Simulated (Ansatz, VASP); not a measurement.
## LiF (Griceite): VASP beside Ansatz

```
Li F
1.0
     0.00000    2.01400    2.01400
     2.01400    0.00000    2.01400
     2.01400    2.01400    0.00000
Li F
1 1
Direct
  0.00000 0.00000 0.00000
  0.50000 0.50000 0.50000
```

Alike in both runs: functional PBE; k mesh 8 × 8 × 8; occupations fermi-dirac, width 0.02 eV; no spin polarisation.

Ansatz relaxed the structure, and its values are those at the end. VASP's run is a single point on that final structure, the one shown.

|  | VASP | Ansatz |
| --- | --- | --- |
| version | VASP 6.6.1 | Ansatz 0.2.0 |
| potentials or method | VASP PAW PBE potentials, release 64 (Li_sv, F) | plane-wave PAW, scalar-relativistic |
| plane-wave cutoff (eV) | 520 | 420 |
| valence electrons in the cell | 10 | 10 |

```tsv
	VASP	Ansatz	Ansatz less VASP
gap on the k mesh at the Fermi level (eV)	9.09	9.09	+0.002
```

The functional is the same, so the differences come from potentials, cutoffs and numerics. Ansatz warned: «stress_scf_threshold_loose».

 A k mesh can miss the band edges. A hybrid or GW would open this gap; PBE tends to underestimate it.
